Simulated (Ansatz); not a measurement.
# Ti2CO2 MXene bilayer (AB) in a perpendicular field, part 3 of 3

Aim: how the Ti2CO2 MXene bilayer (AB) screens a field along its normal, and what the field does to its bands. A positive field points along +c.

Ansatz 0.2.0; plane-wave DFT, r2SCAN-D4, Ansatz PAW.

So far, gap along the path (eV): step 3 (atoms held, field 0) 0.519; step 5 (field -0.03 V/Å) 0.479; step 6 (field 0.15 V/Å) 0.292; step 7 (field 0.25 V/Å) 0.188; step 8 (field -0.25 V/Å) 0.188.

### 9. Response, atoms held

This step: plane-wave DFT, r2SCAN-D4, Ansatz PAW; response to a field along the normal, atoms held (Ansatz 0.2.0).

The dipoles give the slope, and the difference of two potentials shows where the field is screened.

This step gave:

| Quantity | Value |
| --- | --- |
| equivalent conductor thickness p/(ε₀AE) | 10.96 Å |
| distance between the outer atoms | 11.87 Å |

Dipole of the cell against applied field:

| applied field (V/Å) | dipole of the cell (e·Å) |
| --- | --- |
| -0.250 | -0.124 |
| -0.030 | -0.0143 |
| 0.000 | -4.1e-7 |
| 0.030 | 0.0143 |
| 0.150 | 0.0730 |
| 0.250 | 0.124 |

Local field over the applied field, running mean. From the potentials at -0.03 and 0.03 V/Å; running mean over 2.5 Å. The local field over applied field by z:

z (Å), local field over applied field and a bar:
```
      4.5      1.000 ##############################
      5.0      1.000 ##############################
      5.5      0.998 ##############################
      6.0      0.993 ##############################
      6.5      0.976 #############################
      7.0      0.924 ############################
      7.5      0.813 ########################
      8.0      0.660 ###################
      8.5      0.486 ##############
      9.0      0.321 #########
      9.5      0.184 ####
     10.0      0.100 ##
     10.5      0.057 
     11.0      0.048 
     11.5      0.046 
     12.0      0.056 
     12.5      0.097 ##
     13.0      0.179 ####
     13.5      0.300 ########
     14.0      0.430 ############
     14.5      0.532 ###############
     15.0      0.560 ################
     15.5      0.512 ###############
     16.0      0.397 ###########
     16.5      0.267 #######
     17.0      0.153 ###
     17.5      0.083 #
     18.0      0.050 
     18.5      0.046 
     19.0      0.048 
     19.5      0.065 #
     20.0      0.116 ##
     20.5      0.215 #####
     21.0      0.361 ##########
     21.5      0.531 ###############
     22.0      0.702 #####################
     22.5      0.847 #########################
     23.0      0.943 ############################
     23.5      0.983 #############################
     24.0      0.995 ##############################
     24.5      0.999 ##############################
     25.0      1.000 ##############################
     25.5      1.000 ##############################
```

The induced electron density oscillates, so the rows of the table below give means over windows of 2.12 Å about each position, cut where the curve ends. Its maxima inside the range that stand out by 2 % of the span (Å: e/Å³ per V/Å): 8.4: 0.00382, 9.2: 0.00187, 10.5: 7.1e-4, 12.5: 2.3e-4, 13.4: -0.00117, 15.8: 0.00321, 16.7: 0.00152, 17.9: 6.7e-4, 20.0: 2.3e-4, 21.0: -0.00145. Its minima: 8.9: 0.00145, 9.8: -2.3e-4, 11.9: -6.7e-4, 13.1: -0.00152, 14.1: -0.00321, 16.5: 0.00117, 17.4: -2.3e-4, 19.4: -7.1e-4, 20.7: -0.00187, 21.5: -0.00382.

Electrons, planar mean, per unit field. The induced electron density by z; means over each step:

| z (Å) | induced electron density (e/Å³ per V/Å) |
| --- | --- |
| 5.18 | 7.3e-6 |
| 7.30 | 0.00122 |
| 9.42 | 0.00122 |
| 11.54 | -3.7e-5 |
| 13.66 | -0.00169 |
| 15.78 | 0.00160 |
| 17.90 | 2.2e-4 |
| 20.02 | -6.9e-4 |
| 22.14 | -0.00183 |
| 24.26 | -2.5e-5 |

The smaller of the gaps on the path and on the k-mesh, counted as 0 under 0.03 eV. Gap against applied field:

```csv
applied field (V/Å),gap (eV)
-0.250,0.188
-0.030,0.479
0.000,0.519
0.030,0.479
0.150,0.292
0.250,0.188
```

By hand: between -0.03 and 0.03 V/Å the dipole changes by 0.02858 e·Å, a slope of 0.4764 e·Å²/V. A perfect conductor of thickness t has p = ε₀AEt, so t = 180.95 × 0.4764 / 7.863 = 10.96 Å (e/ε₀ = 180.95 V·Å, A in Å²).

The induced dipole is that of a conductor 10.96 Å thick.

### 10. Varying the input

This step: plane-wave DFT, r2SCAN-D4, Ansatz PAW (Ansatz 0.2.0).

A run with a changed input: it repeats the earlier run at 0.03 V/Å with kpoints.mp_grid.grid from [18, 18, 1] to [12, 12, 1].

Contents of input.yaml:

```yaml
crystal:
  lattice:
    - [3.0132878788, 0.0, 0.0]
    - [-1.5066439394, 2.6095838519, 0.0]
    - [0.0, 0.0, 29.8720784588]
  atoms:
    - { symbol: O, position: [0.3333333333, 0.6666666667, 0.3012846934] }
    - { symbol: Ti, position: [0.6666666667, 0.3333333333, 0.3312483649] }
    - { symbol: C, position: [0.0, 0.0, 0.3749002607] }
    - { symbol: Ti, position: [0.3333333333, 0.6666666667, 0.4185405893] }
    - { symbol: O, position: [0.6666666667, 0.3333333333, 0.4484668597] }
    - { symbol: O, position: [0.6666666667, 0.3333333333, 0.5515331403] }
    - { symbol: Ti, position: [0.0, 0.0, 0.5814594107] }
    - { symbol: C, position: [0.3333333333, 0.6666666667, 0.6250997393] }
    - { symbol: Ti, position: [0.6666666667, 0.3333333333, 0.6687516351] }
    - { symbol: O, position: [0.0, 0.0, 0.6987153066] }
kpoints:
  mp_grid: { grid: [12, 12, 1] }
  band_path:
    path: [[0, 0, 0], [0.5, 0, 0], [0.33333333, 0.33333333, 0], [0, 0, 0]]
    npoints: 16
hamiltonian:
  xc: r2scan
  dispersion: d4
scf:
  occupations: { method: fermi_dirac, width: 0.05 }
  convergence: { dr2_threshold: 1.0e-10 }
efield:
  axis: 3
  dipole_correction: true
  ramp_position: 0.97
  ramp_width: 0.06
  amplitude: 0.03
output:
  write_potential: true
  write_density: true
  volumetric_format: npy
```

Run with:

```sh
$ ansatz run input.yaml --threads 4 --pin off --max-ram 6144MiB --backend cpu --events-out ev --progress --plain --runs-dir out
```

Numbers of over 12 decimals in the logs are rounded to 6 here.

What it wrote:

```text
[...]
Crystal: 10 atoms, lattice volume = 234.897 Å³
Basis set: ecut = 500 eV, 6073 PW (Γ), exchange–correlation on 96×96×900 points (64 copies of the dense FFT grid, shifted against one another)
Bands: 50, of which v1, the nominal top of the filled ones, is band 40 counted from 1 (39 counted from 0)
Symmetry: 6 space group operations
k-points: 19 of 144 (time reversal used)
[...]
SCF iter   1: F=—  HF=-12807.810979 eV  |F-HF|=—  |Δ(HF+E_count)|=         —  Δρ=1.89e-2  dr2=1.11e0  dr2_τ=7.35e-1  ethr=1.77e-3  p=0.000 e·Å  D=1.01e-13 V/Å  ΔV_dip=-0.00 eV  dr2_dipole=6.57e-3  V_vac-E_F(+/−)=5.42/4.59 eV  ⟨swp⟩=6.5  Hψ=4150  notcnv=0
[...]
SCF iter  17: F=-12807.950582 eV  HF=-12807.950582 eV  |F-HF|=4.55e-11  |Δ(HF+E_count)|=  6.28e-10  Δρ=1.30e-7  dr2=3.11e-11  dr2_τ=3.86e-12  ethr=1.00e-12  p=0.014 e·Å  D=1.12e-2 V/Å  ΔV_dip=-0.33 eV  dr2_dipole=2.05e-13  V_vac-E_F(+/−)=5.93/5.44 eV  ⟨swp⟩=10.8  Hψ=3053  notcnv=0
SCF 1 converged in 17 iterations: F = -12807.950582 eV  dr2 = 3.11e-11
[...]
SCF converged after 17 iterations
Free energy (F): -12807.950582 eV
[...]
Internal energy: -12807.950240 eV  (E = F + TS)
E sigma→0 (E₀):  -12807.950411 eV
Entropy (-TS):   -0.000342 eV (-0.034 meV/atom)
Fermi energy:    2.326377 eV
Dipole field:    D = 0.011151 V/Å  (p = 0.014475 e·Å, saw-weighted, corrected)
Work function:   not extracted (applied field tilts the vacuum); planar V_es + V_field profile in the machine report
[...]
--- Band table (eV; the first three rows and the last of 19) ---
  k-point 0: bands = [... 36 lower, 2.0616, 2.0616, 2.1141, 2.1141, 2.9062, 2.9062, 2.9580, 2.9580, ... 6 higher]
  k-point 1: bands = [... 36 lower, 1.3127, 1.3645, 1.6030, 1.6551, 3.1124, 3.1648, 3.3694, 3.4213, ... 6 higher]
  k-point 2: bands = [... 36 lower, 0.9612, 1.0112, 1.0631, 1.0803, 2.9616, 3.0209, 3.6375, 3.6895, ... 6 higher]
  k-point 18: bands = [... 36 lower, -1.0436, -0.9618, -0.9050, -0.7976, 3.4222, 3.4740, 3.8706, 3.8743, ... 6 higher]
```

Elapsed: 36 s, on 4 threads of Arm Neoverse V1, shared host; peak memory 1.2 GiB.

```csv
quantity,this run,earlier run,difference
dipole along the normal (e·Å),0.01448,0.01429,1.8e-4
gap along the path (eV),0.4818,0.4787,0.0031
smallest direct gap along the path (eV),0.7922,0.7888,0.0033
```

What moves beyond 0.01 in its unit (for the dipole 0.5 % and 5e-5 e·Å): dipole along the normal (+0.000183 e·Å).

The change shows in the results, which are not taken further.

### 11. The same run with other settings

An input spoilt on purpose, to show how the run answers: it repeats the earlier run at 0.03 V/Å with efield.amplitude from 0.03 to 5.0, and scf.max_iter set to 60.

Edit input.yaml of step 10 so:

```diff
@@ -17,3 +17,3 @@
 kpoints:
-  mp_grid: { grid: [12, 12, 1] }
+  mp_grid: { grid: [18, 18, 1] }
   band_path:
@@ -27,2 +27,3 @@
   convergence: { dr2_threshold: 1.0e-10 }
+  max_iter: 60
 efield:
@@ -32,3 +33,3 @@
   ramp_width: 0.06
-  amplitude: 0.03
+  amplitude: 5.0
 output:
```

What it wrote:

```text
[...]
Crystal: 10 atoms, lattice volume = 234.897 Å³
Basis set: ecut = 500 eV, 6073 PW (Γ), exchange–correlation on 96×96×900 points (64 copies of the dense FFT grid, shifted against one another)
Bands: 50, of which v1, the nominal top of the filled ones, is band 40 counted from 1 (39 counted from 0)
Symmetry: 6 space group operations
k-points: 37 of 324 (time reversal used)
[...]
SCF iter   1: F=—  HF=-13559.823335 eV  |F-HF|=—  |Δ(HF+E_count)|=         —  Δρ=6.14e-1  dr2=4.21e4  dr2_τ=4.76e1  ethr=1.77e-3  p=0.007 e·Å  D=5.16e-3 V/Å  ΔV_dip=-0.15 eV  dr2_dipole=2.92e4  V_vac-E_F(+/−)=82.23/-26.33 eV  ⟨swp⟩=38.9  Hψ=33648  notcnv=0  defer=155
[...]
SCF iter  43: F=-12814.762869 eV  HF=-12814.762869 eV  |F-HF|=1.84e-9  |Δ(HF+E_count)|=  9.86e-10  Δρ=1.33e-7  dr2=4.93e-11  dr2_τ=4.75e-12  ethr=1.00e-12  p=2.787 e·Å  D=2.15e0 V/Å  ΔV_dip=-64.12 eV  dr2_dipole=1.25e-13  V_vac-E_F(+/−)=42.26/-2.70 eV  ⟨swp⟩=33.8  Hψ=18124  notcnv=0
WARN: efield: at this solve's end the planar-averaged density reaches 3.17e-3 e/Å³ inside the ramp window [0.9365, 0.2209] (bound 1e-5 e/Å³); the window's nearer edge stands 2.40 Å from this solve's nearest atom along the axis. Its free energy, forces, stress, dipole, levels and responses can be off, and this figure does not tell by how much. The cell may have no vacuum along `efield.axis`. A short vacuum, a low `basis.ecutwfc` or `basis.ecutrho_ratio` and negative occupations (`scf.occupations.method`) can put density there. See the manual's quickstart, § The vacuum guard
SCF 1 converged in 43 iterations: F = -12814.762869 eV  dr2 = 4.93e-11
[...]
SCF converged after 43 iterations
Free energy (F): -12814.762869 eV
[...]
Internal energy: -12814.742167 eV  (E = F + TS)
E sigma→0 (E₀):  -12814.752518 eV
Entropy (-TS):   -0.020703 eV (-2.070 meV/atom)
Fermi energy:    1.307167 eV
Dipole field:    D = 2.146638 V/Å  (p = 2.786599 e·Å, saw-weighted, corrected)
Work function:   not extracted (applied field tilts the vacuum); planar V_es + V_field profile in the machine report
[...]
Vacuum region:   at the solve's end the planar-averaged density reaches 3.17e-3 e/Å³ inside the ramp window [0.9365, 0.2209] (bound 1e-5 e/Å³)
[...]
--- Band table (eV; the first three rows and the last of 37) ---
  k-point 0: bands = [... 36 lower, 0.7226, 1.0620, 1.3255, 1.6020, 1.6020, 2.0795, 2.0795, 2.4812, ... 6 higher]
  k-point 1: bands = [... 36 lower, 0.4824, 1.1120, 1.3591, 1.6928, 1.7628, 1.8313, 1.8465, 2.3551, ... 6 higher]
  k-point 2: bands = [... 36 lower, 0.0768, 0.9163, 1.2346, 1.4144, 1.4407, 1.7995, 2.1954, 2.4446, ... 6 higher]
  k-point 36: bands = [... 36 lower, -1.7939, -1.2608, -0.9219, -0.4072, 2.1125, 2.3866, 2.7033, 3.4110, ... 6 higher]
```

Wall time 5 min (4 threads); peak memory 1.4 GiB; 20 min of CPU time.

```csv
quantity,this run,earlier run,difference
dipole along the normal (e·Å),2.787,0.01429,2.8
```

The applied field differs between the two, so the dipoles differ in any case.

In so strong a field the program warns of density in the ramp of the sawtooth; these numbers are not the system's.

### 12. What came out

- gap without field: 0.519 eV
- ionisation energy, upper face: 5.93 eV
- electron affinity, upper face: 5.41 eV
- equivalent conductor thickness, atoms held: 11.0 Å

**Reading.** The induced dipole equals that of a perfect conductor 10.96 Å thick, while the outer atoms lie 11.87 Å apart; an out-of-plane ε follows only once a thickness t is chosen, by 1 − 1/ε = 10.96 Å / t. The gap goes from 0.52 eV to 0.19 eV at -0.25 V/Å. With the field reversed the gap is 0.19 eV at 0.25 V/Å. Semilocal functionals give gaps that are too small, and excitons are not included. The MXene's terminations sit over the metal atoms of its far layer; the site over carbon or nitrogen, which some compounds prefer, was not run.

[Logs are printed without paths, hosts, clocks, repeated set-up lines and the standing remarks that a program may print on its own settings, such as how far it seeks lower states.]

[Hosts, paths, dates, database ids (printed as entryN), source tags and the programs' standing remarks are cut or masked in the printed files.]

[Maps of the electrostatic potential energy from Ansatz leave out the sawtooth potential of an applied field or a dipole correction, so their vacuum need not be flat; planar profiles and work functions include it.]
